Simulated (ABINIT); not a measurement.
A run of ABINIT 10.8.3 (patched build) is set up as follows.

The input run.abi:

```
ndtset 2

pp_dirpath "./"
pseudos "Al.LDA_PW-JTH.xml, N.LDA_PW-JTH.xml"

acell 5.882717426 5.882717426 9.4127258268
rprim
     1.0000000000     0.0000000000     0.0000000000
    -0.5000000000     0.8660254038     0.0000000000
     0.0000000000     0.0000000000     1.0000000000
ntypat 2
znucl 13 7
natom 4
typat 1 1 2 2
xcart
     1.5565000002     0.8986456939     2.4905000000
    -0.0000000002     1.7972913881     0.0000000000
     1.5565000002     0.8986456939     4.3832800000
    -0.0000000002     1.7972913881     1.8927800000 Angstrom

ecut 25.0
pawecutdg 47.0

ixc 7

occopt 3
tsmear 0.05 eV

nstep 100

iomode 3
prtwf 0
prteig 0
prtebands 0
prtden1 1

kptopt1 1
ngkpt1 10 10 6
nshiftk1 1
shiftk1 0.0 0.0 0.0
nband1 12
tolvrs1 1.0e-9

iscf2 -2
getden2 1
nband2 16
nbdbuf2 2
tolwfr2 1.0e-12
kptopt2 -7
ndivsm2 8
prteig2 1
kptbounds2
     0.0000000000     0.0000000000     0.0000000000
     0.5000000000     0.0000000000     0.0000000000
     0.3333333333     0.3333333333     0.0000000000
     0.0000000000     0.0000000000     0.0000000000
     0.0000000000     0.0000000000     0.5000000000
     0.5000000000     0.0000000000     0.5000000000
     0.3333333333     0.3333333333     0.5000000000
     0.0000000000     0.0000000000     0.5000000000
```

Potentials or basis: JTH PAW LDA v2.0.

Run with:

```bash
$ abinit run.abi > log 2>&1
```

Predict the largest force.

0.114 eV/Å.

Predict the band gap on the k mesh.

4.23 eV, direct.

Forces in eV/Å, atoms in the order of the input:
```
Al   0.000  0.000 -0.114
Al   0.000  0.000 -0.114
N    0.000  0.000  0.114
N    0.000  0.000  0.114
```

**Experimental background.**

From “Structural and optical properties of self-assembled AlN nanowires grown on SiO2/Si substrates by molecular beam epitaxy”, 2024, arxiv:2402.00216, for a bulk crystal of AlN at 0 K: band gap 6.0343 eV (an exciton energy, a little under the gap).

Measured gap of AlN: 6.0343 eV (an exciton energy, a little under the gap; 0 K; quoted in “Structural and optical properties of self-assembled AlN nanowires grown on SiO2/Si substrates by molecular beam epitaxy”, 2024, arxiv:2402.00216). This calculation gives 4.23 eV (-1.80 eV). 2 values of this kind are on record (6.034 to 6.0343 eV); this one was drawn at random. The value is that of LDA on a finite k mesh, which can miss the band edges, without temperature or zero-point motion. Semilocal functionals fall short of measured gaps as a rule.
